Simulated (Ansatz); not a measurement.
# NiN2: the cost of one run

Computed with Ansatz 0.2.0 (DFT PBE, scalar-relativistic, plane waves, PAW, unless a step's input says otherwise).

## (1) Starting point

Symmetry: Fd-3m, No. 227, cubic system. Conventional cell: a = 6.357 Å, b = 6.357 Å, c = 6.357 Å, α = 90.00°, β = 90.00°, γ = 90.00°. Ni (site symmetry -43m) has 4 N at 1.38 Å as nearest neighbours. N (site symmetry -3m) has 2 Ni at 1.38 Å as nearest neighbours.

As a file:

```
Ni N
1.0
     0.00000    3.17827    3.17827
     3.17827    0.00000    3.17827
     3.17827    3.17827    0.00000
Ni N
2 4
Direct
  0.50000 0.50000 0.50000
  0.75000 0.75000 0.75000
  0.62500 0.62500 0.62500
  0.12500 0.62500 0.62500
  0.62500 0.62500 0.12500
  0.62500 0.12500 0.62500
```

This is candidate A: beta-cristobalite type (Fd-3m, No. 227).

(A quick probe on a coarse mesh, which set the mesh and smearing, is not shown.)

## (3) Coarse relaxation (candidate A)

File input.yaml:

```yaml
crystal:
  lattice:
    - [0.0, 3.1782698974, 3.1782698974]
    - [3.1782698974, 0.0, 3.1782698974]
    - [3.1782698974, 3.1782698974, 0.0]
  atoms:
    - { symbol: Ni, position: [0.5, 0.5, 0.5] }
    - { symbol: Ni, position: [0.75, 0.75, 0.75] }
    - { symbol: "N", position: [0.625, 0.625, 0.625] }
    - { symbol: "N", position: [0.125, 0.625, 0.625] }
    - { symbol: "N", position: [0.625, 0.625, 0.125] }
    - { symbol: "N", position: [0.625, 0.125, 0.625] }
basis:
  ecutwfc: 420
kpoints:
  mp_grid: { grid: [6, 6, 6] }
hamiltonian:
  xc: pbe
scf:
  occupations: { method: gaussian, width: 0.1 }
  lower_state_search: "off"
output:
  forces: true
  stress: true
  eigenvalues: true
relax:
  adjacent_minimum: "off"
  f_tol: 0.04
  max_steps: 70
  cell: { stress_tol: 0.4 }
```

Command:

```sh
ansatz run input.yaml --threads 1 --pin off --max-ram 2560MiB --backend cpu --events-out ev --progress --plain --runs-dir out
```

Q: Estimate wall time and peak memory on 1 thread of Arm Neoverse V1, shared host.

About 58 s, with a peak of 0.4 GiB.
